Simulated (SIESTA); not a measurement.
The system is Hg, a slab with vacuum.

```xyz
5
Lattice="3.6058 0.0000 0.0000 1.7995 3.1247 0.0000 0.0000 0.0000 26.2837" Properties=species:S:1:pos:R:3 pbc="T T T"
Hg    1.8072    1.0447    7.5000
Hg    3.6175    2.0912   10.3396
Hg    1.8042    1.0429   13.1044
Hg    3.6145    2.0894   15.9441
Hg    0.0194    0.0112   18.7837
```

The slab is cut from a database's or a generator's crystal, which needn't be the stable form of the element.

Base run:

- Program: SIESTA 5.4.2
- Functional: PBE
- Potentials or basis: SPMS 1.0 (PBE files) or PseudoDojo by element
- Basis: DZP (energy shift 0.003 Ry; two zetas on semicore shells)
- Grid cutoff: 800 Ry
- Energy shift: 0.003 Ry
- k mesh: 9 × 9 × 1
- Occupations: fermi-dirac, width 0.05 eV
- Spin: no spin polarisation

Its results: band gap on the k mesh 1.57 eV, indirect (least direct gap 1.88 eV); largest force 0.874 eV/Å.

Q: After a change of settings the same cell gave: band gap on the k mesh 1.74 eV, indirect (least direct gap 2.05 eV); largest force 1.258 eV/Å. Which change was it?
A. potentials or basis from SPMS 1.0 (PBE files) or PseudoDojo by element to PseudoDojo 0.4 standard (PBE files)
B. potentials or basis from SPMS 1.0 (PBE files) or PseudoDojo by element to Ansatz (PBE files)
C. potentials or basis from SPMS 1.0 (PBE files) or PseudoDojo by element to SG15 1.2 (PBE files) or PseudoDojo by element
D. potentials or basis from SPMS 1.0 (PBE files) or PseudoDojo by element to PseudoDojo 0.4 stringent (PBE files)

A: C.

Caveats: spin-orbit coupling is left out, which moves the levels of the heavy elements; the basis of atomic orbitals isn't converged, which shifts pressures, moduli and gaps; the valence orbitals were made in a potential fitted to the semicore shell under them, which widens gaps by tenths of an eV or more (some runs).
